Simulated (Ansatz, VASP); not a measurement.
This is a calculation of InP for VASP 6.6.1.

The input INCAR:

```
SYSTEM = InP
ALGO     = Normal         ! electronic algorithm
EDIFF    = 1E-6           ! SCF threshold, eV
EDIFFG   = -0.02          ! ionic threshold
ENCUT    = 600            ! plane-wave cutoff, eV
GGA      = RP             ! functional
IBRION   = 2              ! ionic algorithm
ISIF     = 3              ! what is computed and relaxed
ISMEAR   = -1             ! smearing method
LASPH    = .TRUE.         ! aspherical terms in the spheres
LCHARG   = .FALSE.        ! write CHGCAR
LREAL    = .FALSE.        ! projectors in reciprocal space
LWAVE    = .FALSE.        ! write WAVECAR
NELM     = 80             ! most SCF steps
NSW      = 80             ! ionic steps
PREC     = Accurate       ! precision mode
SIGMA    = 0.05           ! smearing width, eV
```

Contents of KPOINTS:

```
k-points
0
G
  8 8 8
  0 0 0
```

File POSCAR:

```
InP
1.0
    0.0000000000      2.9305000000      2.9305000000
    2.9305000000      0.0000000000      2.9305000000
    2.9305000000      2.9305000000      0.0000000000
In P
1 1
Direct
    0.0000000000      0.0000000000      0.0000000000
    0.7500000000      0.7500000000      0.7500000000
```

Potentials or basis: VASP PAW PBE potentials, release 64 (In_d, P).

The run is started by

```bash
$ cat potpaw_PBE.64/In_d/POTCAR potpaw_PBE.64/P/POTCAR > POTCAR
$ mpirun -np 1 vasp_std > vasp.out
```

Question: Translate it to Ansatz 0.2.0. Potentials there: all-electron LAPW, scalar-relativistic.

Answer: As run (the cutoff follows the program's own potentials):

The input input.yaml:

```yaml
crystal:
  lattice:
    - [0.0, 2.9305, 2.9305]
    - [2.9305, 0.0, 2.9305]
    - [2.9305, 2.9305, 0.0]
  atoms:
    - { symbol: In, position: [0.0, 0.0, 0.0] }
    - { symbol: P, position: [0.75, 0.75, 0.75] }
kpoints:
  mp_grid: { grid: [8, 8, 8] }
scf:
  occupations: { method: fermi_dirac, width: 0.05 }
hamiltonian:
  xc: rpbe
  pseudopotentials: { kind: all_electron, lapw: { basis_error: 0.001 } }
output:
  forces: true
  stress: true
relax:
  f_tol: 0.02
  max_steps: 60
  cell: {}
```

Potentials or basis: all-electron LAPW, scalar-relativistic.

Run with:

```console
$ ansatz run input.yaml --threads 1 --pin off --max-ram 3072MiB --backend cpu --events-out ev --progress --plain --runs-dir out
```

Both were run:

|  | VASP | Ansatz | Ansatz less VASP |
| --- | --- | --- | --- |
| relaxed volume (Å³/atom) | 27.21 | 27.26 | +0.050 |
| relaxed cell length with the largest relative difference (Å) | 4.254 | 4.256 | +0.0026 |
| energy change over the relaxation (meV/atom) | -30 | -31 | -0.6 |

Ansatz ran all-electron here, so the differences hold the error of VASP's frozen core and of both bases.

Caveats: the PAW data sets were made with another functional, which shifts forces and pressure a little (VASP). Zero-point motion and thermal expansion aren't in these numbers. RPBE and its kin give volumes clearly too large for solids.
